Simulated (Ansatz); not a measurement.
# AlRu: a tetragonal deformation path

Aim: for AlRu, follow a tetragonal deformation at fixed volume.

Computed with Ansatz 0.2.0 (DFT PBEsol, scalar-relativistic, plane waves, PAW, unless a step's input says otherwise).

## 1. Starting point

The structure is cubic, space group Pm-3m (No. 221). The conventional cell has a = 2.992 Å, b = 2.992 Å, c = 2.992 Å, α = 90.00°, β = 90.00°, γ = 90.00°. Around Al (site symmetry m-3m) lie 8 Ru at 2.59 Å. Ru (site symmetry m-3m) has 8 Al at 2.59 Å in its first shell of neighbours.

Structure file:

```cif
data_structure
_symmetry_space_group_name_H-M 'P 1'
_symmetry_Int_Tables_number 1
_cell_length_a 2.9916
_cell_length_b 2.9916
_cell_length_c 2.9916
_cell_angle_alpha 90.000
_cell_angle_beta 90.000
_cell_angle_gamma 90.000
_cell_volume 26.77
loop_
_atom_site_label
_atom_site_type_symbol
_atom_site_fract_x
_atom_site_fract_y
_atom_site_fract_z
_atom_site_occupancy
Al1 Al 0.00000 0.00000 0.00000 1
Ru1 Ru 0.50000 0.50000 0.50000 1
```

The cell is taken as given, not relaxed at this level.

## 2. The reference cell

The reference gives a free energy of -6342.3122 eV, pressure -3.28 GPa, largest force 0.000 eV/Å and gap on the mesh none (metal). It was computed beforehand with the settings of the runs below.

## 3. Setting up a tetragonal deformation path

At fixed volume and fractional coordinates, lengths along (0.000, 0.000, 1.000) are scaled against those across it; ρ is that ratio over its starting value.

## 4. Point ρ = 0.707

The input, input.yaml:

```yaml
crystal:
  lattice:
    - [3.3581265107, 0.0, 0.0]
    - [0.0, 3.3581265107, 0.0]
    - [0.0, 0.0, 2.3741954431]
  atoms:
    - { symbol: Al, position: [0.0, 0.0, 0.0] }
    - { symbol: Ru, position: [0.5, 0.5, 0.5] }
basis:
  ecutwfc: 420
kpoints:
  mp_grid: { grid: [18, 18, 18] }
hamiltonian:
  xc: pbesol
scf:
  occupations: { method: gaussian, width: 0.15 }
output:
  forces: true
  stress: true
  eigenvalues: true
```

Started as:

```sh
$ ansatz run input.yaml --threads 1 --pin off --max-ram 2560MiB --backend cpu --events-out ev --progress --plain --runs-dir out
```

The session goes on with these runs: ρ = 1.414; point ρ = 0.850; point ρ = 1.200; At ρ = 0.780; At ρ = 1.300; ρ = 0.920; At ρ = 1.100; ρ = 0.650; At ρ = 1.500; point ρ = 0.960; point ρ = 1.050.

Before running it: what results should come out? Wanted: highest point.

The runs gave:

| quantity | value |
| --- | --- |
| highest point | 1147.8 meV/atom at ρ = 0.650 |

No sampled point lies below the undisturbed cell. No further minimum shows among the sampled points.
